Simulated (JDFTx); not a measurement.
# NaH (Fm-3m) in JDFTx: equation of state

Aim: energy against volume of NaH in PBE, for its equilibrium volume and stiffness.

All numbers are computed with JDFTx 1.7.0 (patched build); they aren't measurements. Logs are shortened: lines on timing, memory, paths and dates and some standing lists are left out, and cuts for length are marked. The log counts tension as positive stress, the text compression.

**1. The crystal as given**

The structure is cubic, space group Fm-3m (No. 225). The conventional cell has a = 4.880 Å, b = 4.880 Å, c = 4.880 Å, α = 90.00°, β = 90.00°, γ = 90.00°. Na (site symmetry m-3m) is surrounded by 6 H at 2.44 Å. H (site symmetry m-3m) has 6 Na at 2.44 Å as nearest neighbours.

**2. Equation of state, PBE, 13.66 Å³/atom (volume scaled by 0.94)**

Input file NaH.in:

```
lattice \
    0.0000000000     4.5168046848     4.5168046848 \
    4.5168046848     0.0000000000     4.5168046848 \
    4.5168046848     4.5168046848     0.0000000000
coords-type Lattice
ion Na     0.0000000000     0.0000000000     0.0000000000 1
ion H      0.5000000000     0.5000000000     0.5000000000 1

ion-species pseudo/Na.upf
ion-species pseudo/H.upf
elec-cutoff 44 352
elec-ex-corr gga-PBE
kpoint-folding 9 9 9
elec-smearing Fermi 0.0018374661
elec-n-bands 10
electronic-SCF nIterations 100 energyDiffThreshold 1e-09
electronic-minimize nIterations 30 energyDiffThreshold 1e-7
forces-output-coords Cartesian

dump-name run.$VAR
dump End Ecomponents EigStats BandEigs Kpoints Forces Stress
```

Potentials or basis: PseudoDojo-SR-PBE-0.5-standard.

Command:

```
jdftx -c 1 -i NaH.in -o NaH.out
```

Log:

```text
*************** JDFTx 1.7.0 (patched build) ***************

Input parsed successfully to the following command list (including defaults):
[... the input with its defaults ...]

---------- Setting up symmetries ----------

Found 48 point-group symmetries of the bravais lattice
Found 48 space-group symmetries with basis
Applied RMS atom displacement 0 bohrs to make symmetries exact.

---------- Initializing the Grid ----------
R =
[            0       4.5168       4.5168  ]
[       4.5168            0       4.5168  ]
[       4.5168       4.5168            0  ]
unit cell volume = 184.299
G =
[  -0.695534   0.695534   0.695534  ]
[   0.695534  -0.695534   0.695534  ]
[   0.695534   0.695534  -0.695534  ]
Minimum fftbox size, Smin = [  56  56  56  ]
Chosen fftbox size, S = [  56  56  56  ]

---------- Initializing tighter grid for wavefunction operations ----------
R =
[            0       4.5168       4.5168  ]
[       4.5168            0       4.5168  ]
[       4.5168       4.5168            0  ]
unit cell volume = 184.299
G =
[  -0.695534   0.695534   0.695534  ]
[   0.695534  -0.695534   0.695534  ]
[   0.695534   0.695534  -0.695534  ]
Minimum fftbox size, Smin = [  40  40  40  ]
Chosen fftbox size, S = [  40  40  40  ]

---------- Exchange Correlation functional ----------
Initalized PBE GGA exchange.
Initalized PBE GGA correlation.

---------- Setting up pseudopotentials ----------
Width of ionic core gaussian charges (only for fluid interactions / plotting) set to 0

Reading pseudopotential file 'pseudo/Na.upf':
  'Na' pseudopotential, 'PBE' functional
  Generated using ONCVPSP code by D. R. Hamann
  9 valence electrons, 3 orbitals, 4 projectors, 1001 radial grid points, with lMax = 1
    2S    l: 0   occupation:  2.0   eigenvalue: -2.085640
    2P    l: 1   occupation:  6.0   eigenvalue: -1.053708
    3S    l: 0   occupation:  1.0   eigenvalue: -0.100838
  Core radius for overlap checks: 1.48 bohrs.

Reading pseudopotential file 'pseudo/H.upf':
  'H' pseudopotential, 'PBE' functional
  Generated using ONCVPSP code by D. R. Hamann
  1 valence electrons, 1 orbitals, 3 projectors, 1001 radial grid points, with lMax = 1
    1S    l: 0   occupation:  1.0   eigenvalue: -0.238602
  Core radius for overlap checks: 0.96 bohrs.

Initialized 2 species with 2 total atoms.

Folded 1 k-points by 9x9x9 to 729 k-points.

---------- Setting up k-points, bands, fillings ----------
Reduced to 35 k-points under symmetry.
Computing the number of bands and number of electrons
Calculating initial fillings.
nElectrons:  10.000000   nBands: 10   nStates: 35

----- Setting up reduced wavefunction bases (one per k-point) -----
average nbasis = 2569.099 , ideal nbasis = 2569.194

---------- Setting up ewald sum ----------
Optimum gaussian width for ewald sums = 2.051455 bohr.
Real space sum over 1331 unit cells with max indices [  5  5  5  ]
Reciprocal space sum over 2197 terms with max indices [  6  6  6  ]

---------- Allocating electronic variables ----------
Initializing wave functions:  linear combination of atomic orbitals
Note: number of bands (10) exceeds available atomic orbitals (6)
Na pseudo-atom occupations:   s ( 2 1 )  p ( 6 )
H pseudo-atom occupations:   s ( 1 )
	FillingsUpdate:  mu: +0.170254459  nElectrons: 10.000000
LCAOMinimize: Iter:   0  F: -46.2942016871241435  |grad|_K:  2.627e-03  alpha:  1.000e+00
	FillingsUpdate:  mu: +0.100000000  nElectrons: 10.000000
LCAOMinimize: Iter:   1  F: -46.3028766068416715  |grad|_K:  4.345e-05  alpha:  7.064e-01  linmin:  1.656e-01  cgtest: -2.775e-01
	FillingsUpdate:  mu: +0.100000000  nElectrons: 10.000000
LCAOMinimize: Iter:   2  F: -46.3028791813394704  |grad|_K:  1.220e-05  alpha:  8.667e-01  linmin:  6.950e-04  cgtest:  2.900e-01
LCAOMinimize: Encountered beta<0, resetting CG.
	FillingsUpdate:  mu: +0.100000000  nElectrons: 10.000000
LCAOMinimize: Iter:   3  F: -46.3028793657305826  |grad|_K:  6.517e-07  alpha:  7.076e-01  linmin: -5.841e-04  cgtest:  3.024e-03
	FillingsUpdate:  mu: +0.100000000  nElectrons: 10.000000
LCAOMinimize: Iter:   4  F: -46.3028793664292024  |grad|_K:  5.961e-08  alpha:  9.398e-01  linmin:  5.387e-04  cgtest: -3.550e-03
LCAOMinimize: Converged (|Delta F|<1.000000e-06 for 2 iters).

-------- Electronic minimization -----------
Will mix electronic density at each iteration.
	FillingsUpdate:  mu: +0.100000000  nElectrons: 10.000000
	FillingsUpdate:  mu: +0.100000000  nElectrons: 10.000000
SCF: Cycle:  0   F: -46.311222823035791   dF: -8.343e-03   |Residual|: 2.457e-02   |deigs|: 1.365e-01
	FillingsUpdate:  mu: +0.100000000  nElectrons: 10.000000
SCF: Cycle:  1   F: -46.311450314561839   dF: -2.275e-04   |Residual|: 1.009e-02   |deigs|: 4.982e-03
	FillingsUpdate:  mu: +0.100000000  nElectrons: 10.000000
SCF: Cycle:  2   F: -46.311497548669735   dF: -4.723e-05   |Residual|: 1.190e-03   |deigs|: 1.718e-03
	FillingsUpdate:  mu: +0.100000000  nElectrons: 10.000000
SCF: Cycle:  3   F: -46.311497817043943   dF: -2.684e-07   |Residual|: 2.014e-04   |deigs|: 1.383e-04
	FillingsUpdate:  mu: +0.100000000  nElectrons: 10.000000
SCF: Cycle:  4   F: -46.311497841613729   dF: -2.457e-08   |Residual|: 5.468e-05   |deigs|: 1.131e-04
	FillingsUpdate:  mu: +0.100000000  nElectrons: 10.000000
SCF: Cycle:  5   F: -46.311497842997952   dF: -1.384e-09   |Residual|: 2.354e-05   |deigs|: 4.575e-05
	FillingsUpdate:  mu: +0.100000000  nElectrons: 10.000000
SCF: Cycle:  6   F: -46.311497843158918   dF: -1.610e-10   |Residual|: 4.915e-06   |deigs|: 3.229e-05
	FillingsUpdate:  mu: +0.100000000  nElectrons: 10.000000
SCF: Cycle:  7   F: -46.311497843174536   dF: -1.562e-11   |Residual|: 1.766e-06   |deigs|: 2.816e-05
SCF: Converged (|Delta E|<1.000000e-09 for 2 iters).

Setting wave functions to eigenvectors of Hamiltonian

# Stress tensor in Cartesian coordinates [Eh/a0^3]:
[ -2.81885e-05            0            0  ]
[            0 -2.81885e-05            0  ]
[            0            0 -2.81885e-05  ]

# Ionic positions in lattice coordinates:
ion Na   0.000000000000000   0.000000000000000   0.000000000000000 1
ion H   0.500000000000000   0.500000000000000   0.500000000000000 1

# Forces in Cartesian coordinates:
force Na  -0.000000000000000   0.000000000000000  -0.000000000000000 1
force H   0.000000000000000  -0.000000000000000   0.000000000000000 1

# Energy components:
   Eewald =      -21.8945642776948084
       EH =       18.2565106644914046
     Eloc =      -48.9241988239834242
      Enl =      -14.9229213443917264
      Exc =       -7.2467104188431923
       KE =       28.4203863572472137
-------------------------------------
     Etot =      -46.3114978431745357

IonicMinimize: Iter:   0  F: -46.311497843174536  |grad|_K:  7.078e-43
IonicMinimize: Converged (|grad|_K<1.000000e-04).

#--- Lowdin population analysis ---
# oxidation-state Na +0.594
# oxidation-state H -0.571

Dumping 'run.eigStats' ...
	eMin: -1.810799 at state 0 ( [ +0.000000 +0.000000 +0.000000 ] spin 0 )
	HOMO: +0.031126 at state 33 ( [ +0.111111 +0.444444 -0.333333 ] spin 0 )
	mu  : +0.100000
	LUMO: +0.182972 at state 9 ( [ +0.000000 +0.111111 -0.444444 ] spin 0 )
	eMax: +0.723202 at state 22 ( [ +0.000000 +0.333333 -0.333333 ] spin 0 )
	HOMO-LUMO gap: +0.151846
	Optical gap  : +0.178282 at state 9 ( [ +0.000000 +0.111111 -0.444444 ] spin 0 )
Done!
[note: mu as printed may lie anywhere between the filled and the empty levels]
```

Run time: 20 s. Hardware: 1 thread of Intel Xeon Platinum 8488C (Sapphire Rapids), shared host; peak memory 0.1 GiB.

Results:

* Free energy: -1260.2001 eV
* Pressure: 0.8 GPa
* Band gap on the k mesh: 4.13 eV, indirect (least direct gap 4.85 eV)
* Loewdin charges: Na +0.59; H -0.57 e

Caveat: an odd mesh through Γ misses points on the zone boundary, where band edges often lie.

**3. Equation of state, PBE, 13.95 Å³/atom (volume scaled by 0.96)**

NaH.in: that of step 2 with these lines changed.

```diff
@@ -1,5 +1,5 @@
 lattice \
-    0.0000000000     4.5168046848     4.5168046848 \
-    4.5168046848     0.0000000000     4.5168046848 \
-    4.5168046848     4.5168046848     0.0000000000
+    0.0000000000     4.5486142164     4.5486142164 \
+    4.5486142164     0.0000000000     4.5486142164 \
+    4.5486142164     4.5486142164     0.0000000000
 coords-type Lattice
```

Potentials or basis: PseudoDojo-SR-PBE-0.5-standard.

Command:

```
jdftx -c 1 -i NaH.in -o NaH.out
```

It took 20 s on 1 thread of Intel Xeon Platinum 8488C (Sapphire Rapids), shared host; peak memory 0.1 GiB.

It converged, with:

```
Free energy            : -1260.2021 eV
Pressure               : 0.3 GPa
Band gap on the k mesh : 4.09 eV, indirect (least direct gap 4.80 eV)
Loewdin charges        : Na +0.59; H -0.57 e
```

Caveat: an odd mesh through Γ misses points on the zone boundary, where band edges often lie.

**4. Equation of state, PBE, 14.24 Å³/atom (volume scaled by 0.98)**

NaH.in: that of step 3 with these lines changed.

```diff
@@ -1,5 +1,5 @@
 lattice \
-    0.0000000000     4.5486142164     4.5486142164 \
-    4.5486142164     0.0000000000     4.5486142164 \
-    4.5486142164     4.5486142164     0.0000000000
+    0.0000000000     4.5799849609     4.5799849609 \
+    4.5799849609     0.0000000000     4.5799849609 \
+    4.5799849609     4.5799849609     0.0000000000
 coords-type Lattice
```

Command:

```
jdftx -c 1 -i NaH.in -o NaH.out
```

Wall time 20 s (1 thread of Intel Xeon Platinum 8488C (Sapphire Rapids), shared host); peak memory 0.1 GiB.

It converged, with:

```
Free energy            : -1260.2023 eV
Pressure               : -0.2 GPa
Band gap on the k mesh : 4.05 eV, indirect (least direct gap 4.76 eV)
Loewdin charges        : Na +0.59; H -0.57 e
```

Caveat: an odd mesh through Γ misses points on the zone boundary, where band edges often lie.

**5. Equation of state, PBE, 14.53 Å³/atom**

NaH.in: that of step 4 with these lines changed.

```diff
@@ -1,5 +1,5 @@
 lattice \
-    0.0000000000     4.5799849609     4.5799849609 \
-    4.5799849609     0.0000000000     4.5799849609 \
-    4.5799849609     4.5799849609     0.0000000000
+    0.0000000000     4.6109317441     4.6109317441 \
+    4.6109317441     0.0000000000     4.6109317441 \
+    4.6109317441     4.6109317441     0.0000000000
 coords-type Lattice
```

Command:

```
jdftx -c 1 -i NaH.in -o NaH.out
```

Run time: 20 s. Hardware: 1 thread of Intel Xeon Platinum 8488C (Sapphire Rapids), shared host; peak memory 0.1 GiB.

It converged, with:

* Free energy: -1260.2008 eV
* Pressure: -0.6 GPa
* Band gap on the k mesh: 4.01 eV, indirect (least direct gap 4.71 eV)
* Loewdin charges: Na +0.59; H -0.56 e

Caveat: an odd mesh through Γ misses points on the zone boundary, where band edges often lie.

**6. Equation of state, PBE, 14.82 Å³/atom (volume scaled by 1.02)**

NaH.in: that of step 5 with these lines changed.

```diff
@@ -1,5 +1,5 @@
 lattice \
-    0.0000000000     4.6109317441     4.6109317441 \
-    4.6109317441     0.0000000000     4.6109317441 \
-    4.6109317441     4.6109317441     0.0000000000
+    0.0000000000     4.6414686058     4.6414686058 \
+    4.6414686058     0.0000000000     4.6414686058 \
+    4.6414686058     4.6414686058     0.0000000000
 coords-type Lattice
```

Potentials or basis: PseudoDojo-SR-PBE-0.5-standard.

Command:

```
jdftx -c 1 -i NaH.in -o NaH.out
```

It took 20 s on 1 thread of Intel Xeon Platinum 8488C (Sapphire Rapids), shared host; peak memory 0.1 GiB.

The run converged. Its results:

```yaml
Free_energy: -1260.1979 eV
Pressure: -1.0 GPa
Band_gap_on_the_k_mesh: 3.98 eV, indirect (least direct gap 4.66 eV)
Loewdin_charges: Na +0.59; H -0.56 e
```

Caveat: an odd mesh through Γ misses points on the zone boundary, where band edges often lie.

**7. Equation of state, PBE, 15.11 Å³/atom (volume scaled by 1.04)**

NaH.in: that of step 6 with these lines changed.

```diff
@@ -1,5 +1,5 @@
 lattice \
-    0.0000000000     4.6414686058     4.6414686058 \
-    4.6414686058     0.0000000000     4.6414686058 \
-    4.6414686058     4.6414686058     0.0000000000
+    0.0000000000     4.6716088569     4.6716088569 \
+    4.6716088569     0.0000000000     4.6716088569 \
+    4.6716088569     4.6716088569     0.0000000000
 coords-type Lattice
```

Command:

```
jdftx -c 1 -i NaH.in -o NaH.out
```

Run time: 20 s. Hardware: 1 thread of Intel Xeon Platinum 8488C (Sapphire Rapids), shared host; peak memory 0.1 GiB.

Results (log left out):

```yaml
Free_energy: -1260.1935 eV
Pressure: -1.4 GPa
Band_gap_on_the_k_mesh: 3.94 eV, indirect (least direct gap 4.62 eV)
Loewdin_charges: Na +0.59; H -0.56 e
```

Caveat: an odd mesh through Γ misses points on the zone boundary, where band edges often lie.

**8. Equation of state, PBE, 15.40 Å³/atom (volume scaled by 1.06)**

NaH.in: that of step 7 with these lines changed.

```diff
@@ -1,5 +1,5 @@
 lattice \
-    0.0000000000     4.6716088569     4.6716088569 \
-    4.6716088569     0.0000000000     4.6716088569 \
-    4.6716088569     4.6716088569     0.0000000000
+    0.0000000000     4.7013651296     4.7013651296 \
+    4.7013651296     0.0000000000     4.7013651296 \
+    4.7013651296     4.7013651296     0.0000000000
 coords-type Lattice
```

Command:

```
jdftx -c 1 -i NaH.in -o NaH.out
```

Run time: 21 s. Hardware: 1 thread of Intel Xeon Platinum 8488C (Sapphire Rapids), shared host; peak memory 0.11 GiB.

The run converged. Its results:

```
Free energy            : -1260.1879 eV
Pressure               : -1.7 GPa
Band gap on the k mesh : 3.91 eV, indirect (least direct gap 4.58 eV)
Loewdin charges        : Na +0.58; H -0.56 e
```

Caveat: an odd mesh through Γ misses points on the zone boundary, where band edges often lie.

**9. Equation of state, PBE**

Potentials or basis: PseudoDojo-SR-PBE-0.5-standard.

No new run: the results of the series are fitted here.

Results:

| Quantity | Value |
| --- | --- |
| Equilibrium volume | 14.12 Å³/atom |
| Bulk modulus | 23 GPa |
| Pressure derivative of the bulk modulus | 3.7 |

Energy against volume, from the lowest point:
| volume (Å³/atom) | energy (meV/atom) |
| --- | --- |
| 13.655 | 1.12 |
| 13.946 | 0.10 |
| 14.236 | 0.00 |
| 14.527 | 0.73 |
| 14.817 | 2.22 |
| 15.108 | 4.39 |
| 15.398 | 7.20 |
